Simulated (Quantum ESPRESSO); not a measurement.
# FeO (Wuestite) (Fm-3m) in Quantum ESPRESSO: notebook, part 3 of 5

Quantum ESPRESSO 7.5. Earlier steps stand in the parts before.

**4. Phonon dispersion, LDA, collinear spin, ferromagnetic start**

File pw.in:

```
&CONTROL
  calculation = 'scf'
  prefix = 'pwscf'
  outdir = './tmp'
  pseudo_dir = './pseudo'
  tprnfor = .true.
  tstress = .true.
  disk_io = 'low'
/
&SYSTEM
  ibrav = 0
  nat = 2
  ntyp = 2
  ecutwfc = 36
  ecutrho = 216
  nbnd = 21
  occupations = 'smearing'
  smearing = 'fd'
  degauss = 0.00367493
  nspin = 2
  starting_magnetization(1) = 0.1875
  starting_magnetization(2) = 0
/
&ELECTRONS
  conv_thr = 4d-10
  electron_maxstep = 120
  mixing_beta = 0.3
/
ATOMIC_SPECIES
Fe    55.8450 Fe.LDA_PW-JTH.UPF
O     15.9990 O.LDA_PW-JTH.UPF
CELL_PARAMETERS angstrom
   0.0000000000    2.1554000000    2.1554000000
   2.1554000000    0.0000000000    2.1554000000
   2.1554000000    2.1554000000    0.0000000000
ATOMIC_POSITIONS crystal
Fe     0.0000000000    0.0000000000    0.0000000000
O      0.5000000000    0.5000000000    0.5000000000
K_POINTS automatic
6 6 6 1 1 1
```

File relax.in:

```
&CONTROL
  calculation = 'vc-relax'
  prefix = 'pwscf'
  outdir = './tmp'
  pseudo_dir = './pseudo'
  tprnfor = .true.
  tstress = .true.
  disk_io = 'low'
  nstep = 40
  forc_conv_thr = 0.0001
  etot_conv_thr = 1d-06
/
&SYSTEM
  ibrav = 0
  nat = 2
  ntyp = 2
  ecutwfc = 36
  ecutrho = 216
  nbnd = 21
  occupations = 'smearing'
  smearing = 'fd'
  degauss = 0.00367493
  nspin = 2
  starting_magnetization(1) = 0.1875
  starting_magnetization(2) = 0
/
&ELECTRONS
  conv_thr = 4d-10
  electron_maxstep = 120
  mixing_beta = 0.3
/
&IONS
  ion_dynamics = 'bfgs'
/
&CELL
  cell_dynamics = 'bfgs'
  press = 0
  press_conv_thr = 0.2
/
ATOMIC_SPECIES
Fe    55.8450 Fe.LDA_PW-JTH.UPF
O     15.9990 O.LDA_PW-JTH.UPF
CELL_PARAMETERS angstrom
   0.0000000000    2.1554000000    2.1554000000
   2.1554000000    0.0000000000    2.1554000000
   2.1554000000    2.1554000000    0.0000000000
ATOMIC_POSITIONS crystal
Fe     0.0000000000    0.0000000000    0.0000000000
O      0.5000000000    0.5000000000    0.5000000000
K_POINTS automatic
6 6 6 1 1 1
```

File scf2.in:

```
&CONTROL
  calculation = 'scf'
  prefix = 'pwscf'
  outdir = './tmp'
  pseudo_dir = './pseudo'
  tprnfor = .true.
  tstress = .true.
  disk_io = 'low'
/
&SYSTEM
  ibrav = 0
  nat = 2
  ntyp = 2
  ecutwfc = 36
  ecutrho = 216
  nbnd = 21
  occupations = 'smearing'
  smearing = 'fd'
  degauss = 0.00367493
  nspin = 2
  starting_magnetization(1) = 0.1875
  starting_magnetization(2) = 0
/
&ELECTRONS
  conv_thr = 1d-13
  electron_maxstep = 120
  mixing_beta = 0.3
  startingpot = 'file'
  startingwfc = 'file'
/
ATOMIC_SPECIES
Fe    55.8450 Fe.LDA_PW-JTH.UPF
O     15.9990 O.LDA_PW-JTH.UPF
CELL_PARAMETERS angstrom
   0.0000000000    2.0782963862    2.0782963862
   2.0782963862    0.0000000000    2.0782963862
   2.0782963862    2.0782963862    0.0000000000
ATOMIC_POSITIONS crystal
Fe     0.0000000000    0.0000000000    0.0000000000
O      0.5000000000    0.5000000000    0.5000000000
K_POINTS automatic
6 6 6 1 1 1
```

File ph.in:

```
phonon_bands of FeO
&INPUTPH
  prefix = 'pwscf'
  outdir = './tmp'
  tr2_ph = 1d-16
  fildyn = 'dyn'
  niter_ph = 60
  alpha_mix(1) = 0.4
  ldisp = .true.
  nq1 = 2
  nq2 = 2
  nq3 = 2
/
```

File q2r.in:

```
&INPUT
  fildyn = 'dyn'
  zasr = 'crystal'
  flfrc = 'fc'
/
```

File matdyn.in:

```
&INPUT
  asr = 'crystal'
  flfrc = 'fc'
  flfrq = 'freq'
  q_in_cryst_coord = .true.
  flvec = ' '
/
80
 0.0000000000  0.0000000000  0.0000000000
 0.0454545455  0.0000000000  0.0454545455
 0.0909090909  0.0000000000  0.0909090909
 0.1363636364  0.0000000000  0.1363636364
 0.1818181818  0.0000000000  0.1818181818
 0.2272727273  0.0000000000  0.2272727273
 0.2727272727  0.0000000000  0.2727272727
 0.3181818182  0.0000000000  0.3181818182
 0.3636363636  0.0000000000  0.3636363636
 0.4090909091  0.0000000000  0.4090909091
 0.4545454545  0.0000000000  0.4545454545
 0.5000000000  0.0000000000  0.5000000000
 0.5000000000  0.0500000000  0.5500000000
 0.5000000000  0.1000000000  0.6000000000
 0.5000000000  0.1500000000  0.6500000000
 0.5000000000  0.2000000000  0.7000000000
 0.5000000000  0.2500000000  0.7500000000
 0.4687500000  0.2812500000  0.7500000000
 0.4375000000  0.3125000000  0.7500000000
 0.4062500000  0.3437500000  0.7500000000
 0.3750000000  0.3750000000  0.7500000000
 0.3461538462  0.3461538462  0.6923076923
 0.3173076923  0.3173076923  0.6346153846
 0.2884615385  0.2884615385  0.5769230769
 0.2596153846  0.2596153846  0.5192307692
 0.2307692308  0.2307692308  0.4615384615
 0.2019230769  0.2019230769  0.4038461538
 0.1730769231  0.1730769231  0.3461538462
 0.1442307692  0.1442307692  0.2884615385
 0.1153846154  0.1153846154  0.2307692308
 0.0865384615  0.0865384615  0.1730769231
 0.0576923077  0.0576923077  0.1153846154
 0.0288461538  0.0288461538  0.0576923077
 0.0000000000  0.0000000000  0.0000000000
 0.0454545455  0.0454545455  0.0454545455
 0.0909090909  0.0909090909  0.0909090909
 0.1363636364  0.1363636364  0.1363636364
 0.1818181818  0.1818181818  0.1818181818
 0.2272727273  0.2272727273  0.2272727273
 0.2727272727  0.2727272727  0.2727272727
 0.3181818182  0.3181818182  0.3181818182
 0.3636363636  0.3636363636  0.3636363636
 0.4090909091  0.4090909091  0.4090909091
 0.4545454545  0.4545454545  0.4545454545
 0.5000000000  0.5000000000  0.5000000000
 0.5178571429  0.4642857143  0.5178571429
 0.5357142857  0.4285714286  0.5357142857
 0.5535714286  0.3928571429  0.5535714286
 0.5714285714  0.3571428571  0.5714285714
 0.5892857143  0.3214285714  0.5892857143
 0.6071428571  0.2857142857  0.6071428571
 0.6250000000  0.2500000000  0.6250000000
 0.5937500000  0.2500000000  0.6562500000
 0.5625000000  0.2500000000  0.6875000000
 0.5312500000  0.2500000000  0.7187500000
 0.5000000000  0.2500000000  0.7500000000
 0.5000000000  0.2750000000  0.7250000000
 0.5000000000  0.3000000000  0.7000000000
 0.5000000000  0.3250000000  0.6750000000
 0.5000000000  0.3500000000  0.6500000000
 0.5000000000  0.3750000000  0.6250000000
 0.5000000000  0.4000000000  0.6000000000
 0.5000000000  0.4250000000  0.5750000000
 0.5000000000  0.4500000000  0.5500000000
 0.5000000000  0.4750000000  0.5250000000
 0.5000000000  0.5000000000  0.5000000000
 0.4861111111  0.4861111111  0.5277777778
 0.4722222222  0.4722222222  0.5555555556
 0.4583333333  0.4583333333  0.5833333333
 0.4444444444  0.4444444444  0.6111111111
 0.4305555556  0.4305555556  0.6388888889
 0.4166666667  0.4166666667  0.6666666667
 0.4027777778  0.4027777778  0.6944444444
 0.3888888889  0.3888888889  0.7222222222
 0.3750000000  0.3750000000  0.7500000000
 0.6250000000  0.2500000000  0.6250000000
 0.5937500000  0.1875000000  0.5937500000
 0.5625000000  0.1250000000  0.5625000000
 0.5312500000  0.0625000000  0.5312500000
 0.5000000000  0.0000000000  0.5000000000
```

File matdyn_dos.in:

```
&INPUT
  asr = 'crystal'
  flfrc = 'fc'
  dos = .true.
  fldos = 'phdos'
  nk1 = 9
  nk2 = 9
  nk3 = 9
  deltaE = 2
  flvec = ' '
  flfrq = ' '
/
```

Potentials or basis: JTH 2.0 LDA.

Started as:

```bash
$ OMP_NUM_THREADS=1 pw.x -in pw.in > pw.out
$ OMP_NUM_THREADS=1 pw.x -in relax.in > relax.out
$ OMP_NUM_THREADS=1 pw.x -in scf2.in > scf2.out
$ OMP_NUM_THREADS=1 ph.x -in ph.in > ph.out
$ OMP_NUM_THREADS=1 q2r.x -in q2r.in > q2r.out
$ OMP_NUM_THREADS=1 matdyn.x -in matdyn.in > matdyn.out
$ OMP_NUM_THREADS=1 matdyn.x -in matdyn_dos.in > matdyn_dos.out
```

pw.out:

```text
This program is part of the open-source Quantum ESPRESSO suite
     for quantum simulation of materials; please cite
         "P. Giannozzi et al., J. Phys.:Condens. Matter 21 395502 (2009);
         "P. Giannozzi et al., J. Phys.:Condens. Matter 29 465901 (2017);
         "P. Giannozzi et al., J. Chem. Phys. 152 154105 (2020);
     in publications or presentations arising from this work. More details at

     file Fe.LDA_PW-JTH.UPF: wavefunction(s)  3S 3P 0P 0D renormalized
     file O.LDA_PW-JTH.UPF: wavefunction(s)  0S 2P 0P renormalized
     Message from routine setup:
     using ibrav=0 with symmetry is DISCOURAGED, use correct ibrav instead

     G-vector sticks info
     --------------------
     sticks:   dense  smooth     PW     G-vecs:    dense   smooth      PW
     Sum         499     313    121                 7343     3839     821

     Using Slab Decomposition

     bravais-lattice index     =            0
     lattice parameter (alat)  =       5.7603  a.u.
     unit-cell volume          =     135.1482 (a.u.)^3
     number of atoms/cell      =            2
     number of atomic types    =            2
     number of electrons       =        22.00
     number of Kohn-Sham states=           21
     kinetic-energy cutoff     =      36.0000  Ry
     charge density cutoff     =     216.0000  Ry
     scf convergence threshold =      4.0E-10
     mixing beta               =       0.3000
     number of iterations used =            8  plain     mixing
     Exchange-correlation= SLA PW NOGX NOGC
                           (   1   4   0   0   0   0   0)

     celldm(1)=   5.760255  celldm(2)=   0.000000  celldm(3)=   0.000000
     celldm(4)=   0.000000  celldm(5)=   0.000000  celldm(6)=   0.000000

     crystal axes: (cart. coord. in units of alat)
               a(1) = (   0.000000   0.707107   0.707107 )
               a(2) = (   0.707107   0.000000   0.707107 )
               a(3) = (   0.707107   0.707107   0.000000 )

     reciprocal axes: (cart. coord. in units 2 pi/alat)
               b(1) = ( -0.707107  0.707107  0.707107 )
               b(2) = (  0.707107 -0.707107  0.707107 )
               b(3) = (  0.707107  0.707107 -0.707107 )

     PseudoPot. # 1 for Fe read from file:
     Fe.LDA_PW-JTH.UPF
     Pseudo is Projector augmented-wave + core cor, Zval = 16.0
     Generated using ATOMPAW code
     Shape of augmentation charge: SINC**2
     Using radial grid of 1038 points,  6 beta functions with:
                l(1) =   0
                l(2) =   0
                l(3) =   1
                l(4) =   1
                l(5) =   2
                l(6) =   2
     Q(r) pseudized with 0 coefficients

     PseudoPot. # 2 for O  read from file:
     O.LDA_PW-JTH.UPF
     Pseudo is Projector augmented-wave + core cor, Zval =  6.0
     Generated using ATOMPAW code
     Shape of augmentation charge: SINC**2
     Using radial grid of  943 points,  4 beta functions with:
                l(1) =   0
                l(2) =   0
                l(3) =   1
                l(4) =   1
     Q(r) pseudized with 0 coefficients

     atomic species   valence    mass     pseudopotential
     Fe               16.00    55.84500     Fe( 1.00)
     O                 6.00    15.99900     O ( 1.00)

     Starting magnetic structure
     atomic species   magnetization
     Fe              0.188
     O               0.000

     48 Sym. Ops., with inversion, found

   Cartesian axes

     site n.     atom                  positions (alat units)
         1        Fe     tau(   1) = (   0.0000000   0.0000000   0.0000000  )
         2        O      tau(   2) = (   0.7071068   0.7071068   0.7071068  )

     number of k points=    28  Fermi-Dirac smearing, width (Ry)=  0.0037
                       cart. coord. in units 2pi/alat
        k(    1) = (   0.0589256   0.0589256   0.0589256), wk =   0.0092593
        k(    2) = (   0.1767767   0.1767767  -0.0589256), wk =   0.0277778
        k(    3) = (   0.2946278   0.2946278  -0.1767767), wk =   0.0277778
        k(    4) = (  -0.2946278  -0.2946278   0.4124790), wk =   0.0277778
        k(    5) = (  -0.1767767  -0.1767767   0.2946278), wk =   0.0277778
        k(    6) = (  -0.0589256  -0.0589256   0.1767767), wk =   0.0277778
[... 20 lines left out ...]
        k(   27) = (   0.2946278   0.2946278   0.2946278), wk =   0.0092593
        k(   28) = (  -0.2946278  -0.2946278   0.8838835), wk =   0.0277778

     Dense  grid:     7343 G-vectors     FFT dimensions: (  27,  27,  27)

     Smooth grid:     3839 G-vectors     FFT dimensions: (  24,  24,  24)

     Generating pointlists ...
     new r_m :   0.2917 (alat units)  1.6802 (a.u.) for type    1
     new r_m :   0.2917 (alat units)  1.6802 (a.u.) for type    2

     Initial potential from superposition of free atoms

     starting charge      21.9994, renormalised to      22.0000
     Starting wfcs are   26 randomized atomic wfcs

     Self-consistent Calculation

     iteration #  1     ecut=    36.00 Ry     beta= 0.30
     Davidson diagonalization with overlap
     ethr =  1.00E-02,  avg # of iterations =  4.7

     total energy              =    -365.20343584 Ry
     estimated scf accuracy    <       0.89449726 Ry
[... 104 lines left out ...]
     iteration # 12     ecut=    36.00 Ry     beta= 0.30
     Davidson diagonalization with overlap
     ethr =  8.05E-11,  avg # of iterations =  1.6

     Magnetic moment per site  (integrated on atomic sphere of radius R)
     atom   1 (R=0.292)  charge= 13.5463  magn=  3.4200
     atom   2 (R=0.292)  charge=  5.7974  magn=  0.3389

     End of self-consistent calculation

 ------ SPIN UP ------------

          k = 0.0589 0.0589 0.0589 (   516 PWs)   bands (ev):

   -73.8823 -40.2871 -40.2860 -40.2860  -5.3425  10.4643  10.5946  10.5946
    11.4419  11.4419  11.6812  12.2669  12.2669  15.6615  29.1002  31.7272
    31.7272  32.4699  34.8677  34.8677  36.3144
[... 87 lines left out ...]
   -73.8753 -40.3293 -40.3037 -40.3007  -4.2076   7.6222   9.5397   9.8511
    10.7934  12.2744  12.5128  12.5225  12.6749  20.4230  23.6776  25.5095
    29.4542  29.8093  40.8568  41.5247  44.1367

          k =-0.5303 0.1768-0.0589 (   487 PWs)   bands (ev):

   -73.8761 -40.3239 -40.3037 -40.2981  -4.2515   7.4383   8.9107   9.2415
    11.4088  12.3015  12.6036  12.8475  13.5295  20.8759  23.8207  24.9943
    28.6545  31.3374  38.8664  41.6711  42.9881

          k =-0.4125 0.0589 0.0589 (   497 PWs)   bands (ev):
[... 61 lines left out ...]
   -73.8765 -40.3308 -40.2992 -40.2924  -4.1590   6.7177   8.4384   8.5998
    12.1003  12.1966  12.6586  13.9101  14.6848  20.4467  23.1753  25.6056
    27.9586  34.9758  36.7219  37.3967  41.0215

 ------ SPIN DOWN ----------

          k = 0.0589 0.0589 0.0589 (   516 PWs)   bands (ev):

   -69.9100 -36.4333 -36.4314 -36.4314  -4.7540  11.2995  11.6333  11.6333
    14.4417  14.4417  14.4542  15.3396  15.3396  16.4570  29.7355  32.8371
    32.8371  33.2523  36.1616  36.1616  37.5997
[... 87 lines left out ...]
   -69.9015 -36.4862 -36.4540 -36.4505  -3.5773   8.2420  10.3634  10.6068
    13.2231  15.7807  15.8661  15.8692  16.1709  21.5908  24.3926  26.8488
    30.3827  30.7846  42.0072  42.0689  44.6111

          k =-0.5303 0.1768-0.0589 (   487 PWs)   bands (ev):

   -69.9025 -36.4796 -36.4540 -36.4470  -3.6315   8.2065   9.8931  10.2841
    14.0131  15.6958  15.8236  16.0683  16.6819  21.9102  24.7455  26.1166
    29.6056  32.3197  39.6537  42.5750  43.7554

          k =-0.4125 0.0589 0.0589 (   497 PWs)   bands (ev):
[... 61 lines left out ...]
   -69.9029 -36.4885 -36.4484 -36.4397  -3.5478   7.5119   9.5938   9.9572
    15.2883  15.4808  15.6247  16.9018  17.6290  21.2376  24.2575  26.5379
    28.8674  35.9423  37.5428  38.3894  41.6195

     the Fermi energy is    15.0814 ev

!    total energy              =    -365.45336484 Ry
     total all-electron energy =      -365.453365 Ry
     estimated scf accuracy    <          4.5E-11 Ry
     smearing contrib. (-TS)   =      -0.00063496 Ry
     internal energy E=F+TS    =    -365.45272988 Ry

     The total energy is F=E-TS. E is the sum of the following terms:
     one-electron contribution =    -134.03039274 Ry
     hartree contribution      =      60.32329777 Ry
     xc contribution           =     -30.33965306 Ry
     ewald contribution        =    -190.02755604 Ry
     one-center paw contrib.   =     -71.37842580 Ry

     total magnetization       =     4.00 Bohr mag/cell
     absolute magnetization    =     4.00 Bohr mag/cell

     convergence has been achieved in  12 iterations

     Forces acting on atoms (cartesian axes, Ry/au):

     atom    1 type  1   force =     0.00000000    0.00000000    0.00000000
     atom    2 type  2   force =     0.00000000    0.00000000    0.00000000

     Total force =     0.000000     Total SCF correction =     0.000000

     Computing stress (Cartesian axis) and pressure

          total   stress  (Ry/bohr**3)                   (kbar)     P=     -213.03
  -0.00144817   0.00000000  -0.00000000         -213.03        0.00       -0.00
   0.00000000  -0.00144817   0.00000000            0.00     -213.03        0.00
   0.00000000   0.00000000  -0.00144817            0.00        0.00     -213.03

=------------------------------------------------------------------------------=
   JOB DONE.
=------------------------------------------------------------------------------=
```

Wall time 23 min (1 thread of Arm Neoverse V1, shared host); peak memory 0.09 GiB.

What came out:

| Property | Result |
| --- | --- |
| Free energy | -4972.3216 eV |
| Band gap on the k mesh | none (metal or under the smearing width) |
| Net moment | 3.81 μB per cell |
| Absolute moment | 3.81 μB per cell |
| Site moments | Fe +3.23; O +0.31 μB |
| Valence electrons inside the program's atomic spheres | Fe 13.55; O 5.80 |
| Highest phonon frequency | 454 cm⁻¹ |
| Most unstable mode | 180i cm⁻¹ |

Phonon frequencies in cm⁻¹ (negative: imaginary):
```tsv
q point	frequencies
(0.000, 0.000, 0.000)	0 0 0 297 297 297
(0.318, 0.000, 0.318)	-67 -67 -39 371 371 400
(0.500, 0.150, 0.650)	-156 -116 87 373 409 445
(0.346, 0.346, 0.692)	-125 -38 142 354 414 435
(0.144, 0.144, 0.288)	51 114 177 284 344 353
(0.091, 0.091, 0.091)	44 44 79 298 298 310
(0.409, 0.409, 0.409)	145 145 243 309 309 443
(0.589, 0.321, 0.589)	-98 41 156 349 400 440
(0.500, 0.275, 0.725)	-126 -125 148 358 427 430
(0.500, 0.450, 0.550)	133 137 231 316 333 452
(0.431, 0.431, 0.639)	-23 86 182 337 382 444
(0.562, 0.125, 0.562)	-170 -109 -82 385 397 451
```

Phonon frequencies at the corners of the path (cm⁻¹, interpolated; i marks imaginary ones):
```
point                 frequencies
    Γ           0 0 0 297 297 297
    X  180i 119i 119i 391 391 454
    W   129i 129i 146 359 429 429
    K    143i 74i 105 366 409 442
    L     150 150 252 310 310 454
    U    143i 74i 105 366 409 442
```

Phonon states per cell in windows of 50 cm⁻¹ (negative: imaginary):
```tsv
from (cm⁻¹)	total	Fe	O
-200	0.04	0.03	0.01
-150	0.28	0.23	0.05
-100	0.35	0.29	0.06
-50	0.28	0.24	0.04
0	0.39	0.33	0.06
50	0.54	0.47	0.07
100	0.56	0.52	0.04
150	0.47	0.43	0.04
200	0.11	0.10	0.01
250	0.09	0.01	0.08
300	0.89	0.10	0.79
350	1.02	0.15	0.88
400	0.99	0.11	0.88
```

Caveat: the k mesh is coarse (spacing up to 0.42 Å⁻¹), so the values aren't converged; the mesh is thin for the phonons of a metal; some modes are imaginary; the cutoff is too short for stress, so the log's stress isn't used; the cutoff is low for these files, which shifts pressure and relaxed volume; the cutoff lies well under what these potentials need, so the values aren't converged; the q mesh is small, so phonon branches between its points and thermal values are rough; a cell with one magnetic atom can't hold antiferromagnetic order, which such compounds often take; semilocal functionals often make such compounds metallic where correlation or magnetic order opens a gap, which also shifts bond lengths. With open d or f shells a metallic result of LDA can be an artefact of self-interaction; +U or a hybrid may open a gap.

[end of part 3 of 5]
